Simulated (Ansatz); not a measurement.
**Calculated field gradients at the nuclei for ZnO**

The cell is a structure deposited in the COD, its atoms then relaxed with PBE in this cell.

```
Zn O
1.0
     3.24940    0.00000    0.00000
    -1.62470    2.81406    0.00000
     0.00000    0.00000    5.20380
Zn O
2 2
Direct
  0.33333 0.66667 0.00048
  0.66667 0.33333 0.50048
  0.33333 0.66667 0.38162
  0.66667 0.33333 0.88162
```

Atom numbers follow the list; atoms alike are taken as one site, whose name carries the number of the first.

All values are calculated (Ansatz; DFT, PBEsol, plane waves and PAW, scalar-relativistic, 420 eV cutoff, Γ-centred 11×11×6 k-points, Fermi–Dirac smearing 0.02 eV), not measured.

C_Q = eQV_zz/h, which is 24.18 MHz for Q = 1 b and V_zz = 10²¹ V/m²; η = (V_xx − V_yy)/V_zz.

Zn-67: I = 5/2, Q = 122.0 mb; O-17: I = 5/2, Q = -25.58 mb. Nuclear quadrupole moments: year-2017 set (Pyykkö).

(1) Which values are expected at the nuclei?

Results:

(1) 

```json
{"site": "Zn", "atoms (order as listed)": "1, 2", "first shell": "4 O at 1.98 Å; also 1 O at 3.22 Å", "V_zz (10²¹ V/m²)": "0.53", "η": "0.00", "C_Q (MHz)": "1.58"}
{"site": "O", "atoms (order as listed)": "3, 4", "first shell": "4 Zn at 1.98 Å; also 1 Zn at 3.22 Å", "V_zz (10²¹ V/m²)": "-0.28", "η": "0.00", "C_Q (MHz)": "0.176"}
```

An axis of threefold or higher order runs through Zn and O, so V_zz lies along it and η is zero.

With a gap of 0.7 eV on this mesh, small gradients can still move by 0.1 × 10²¹ V/m² or more as the k-mesh gets denser.
